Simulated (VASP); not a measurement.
An input for Quantum ESPRESSO's pw.x (written as the equivalent of a VASP run, and not itself run):

```
&CONTROL
  calculation = 'scf'
  pseudo_dir = './pseudo'
  outdir = './out'
  tprnfor = .true.
  tstress = .true.
/
&SYSTEM
  ibrav = 0
  nat = 8
  ntyp = 2
  ecutwfc = 84
  occupations = 'smearing'
  smearing = 'methfessel-paxton'
  degauss = 0.00735
  input_dft = 'pbe'
/
&ELECTRONS
  conv_thr = 7.3e-08
  electron_maxstep = 100
/
ATOMIC_SPECIES
  In 114.818 In.upf
  N 14.007 N.upf
CELL_PARAMETERS angstrom
     3.5503360    0.0000000    0.0000000
    -1.7751680    3.0746810    0.0000000
     0.0000000    0.0000000   11.6228900
ATOMIC_POSITIONS crystal
  In   0.0000000  0.0000000  0.0000000
  In   0.0000000  0.0000000  0.5000000
  In   0.6666670  0.3333330  0.7501800
  In   0.3333330  0.6666670  0.2501800
  N    0.0000000  0.0000000  0.8121600
  N    0.0000000  0.0000000  0.3121600
  N    0.6666670  0.3333330  0.5632900
  N    0.3333330  0.6666670  0.0632900
K_POINTS automatic
  11 11 3 0 0 0
```

Problem. Translate this input to VASP (INCAR, KPOINTS, POSCAR, choice of POTCAR).

Solution. This is not unique; one that fits is 
POSCAR:
```
InN
1
    3.5503360000     0.0000000000     0.0000000000
   -1.7751680000     3.0746810000     0.0000000000
    0.0000000000     0.0000000000    11.6228900000
In N
4 4
Direct
  0.0000000000   0.0000000000   0.0000000000
  0.0000000000   0.0000000000   0.5000000000
  0.6666670000   0.3333330000   0.7501800000
  0.3333330000   0.6666670000   0.2501800000
  0.0000000000   0.0000000000   0.8121600000
  0.0000000000   0.0000000000   0.3121600000
  0.6666670000   0.3333330000   0.5632900000
  0.3333330000   0.6666670000   0.0632900000
```

File KPOINTS:
```
Automatic mesh
0
Gamma
11 11 3
0 0 0
```

### INCAR
```
ALGO = Normal
ENCUT = 400
EDIFF = 1E-6
SYSTEM = InN
ISIF = 2   ! forces and stress, cell fixed
LMAXMIX = 4   ! l cut-off of mixed one-centre charges
SIGMA = 0.1   ! width (eV)
PREC = Accurate
LASPH = .TRUE.   ! aspherical one-centre terms
ISMEAR = 1   ! Methfessel-Paxton
NELM = 100   ! most electronic steps
LREAL = .FALSE.
LWAVE = .FALSE.
GGA = PE   ! PBE
LCHARG = .FALSE.
```

POTCAR, in this order: In_d N (PBE.64 set). Program: vasp_std.

The two are equivalent in intent, not identical: the potentials are each code's own (VASP's PAW set, PseudoDojo norm-conserving files in pw.x), so ENCUT and ecutwfc are chosen apart and not converted; conv_thr bounds pw.x's estimated SCF error, while EDIFF bounds the energy change between steps.

The structure was generated: InN was put into an ordered model structure, which need not be its known phase. The cell was not relaxed at this level.
